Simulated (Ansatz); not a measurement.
All-electron LAPW in Ansatz 0.2.0 under PBE, scalar-relativistic, energies extrapolated to zero smearing. Slabs are 1×1 cells cut from bulk crystals relaxed on PAW files, with atoms then relaxed, 16 to 20 Å of vacuum, a dipole correction, k spacings of 0.16 to 0.26 Å⁻¹ and smearing of 0.02 to 0.1 eV, without spin–orbit coupling or spin polarisation. The bulk type named needn't be the stable one, and no reconstruction is allowed.

Question: Order these slabs by surface energy, lowest first.
A. rocksalt ZrN (100), 4 layers
B. CsCl AlCo (110), 4 layers
C. diamond Si (111), 8 layers

Answer: A (1.44 J/m²), C (1.57 J/m²), B (2.17 J/m²).
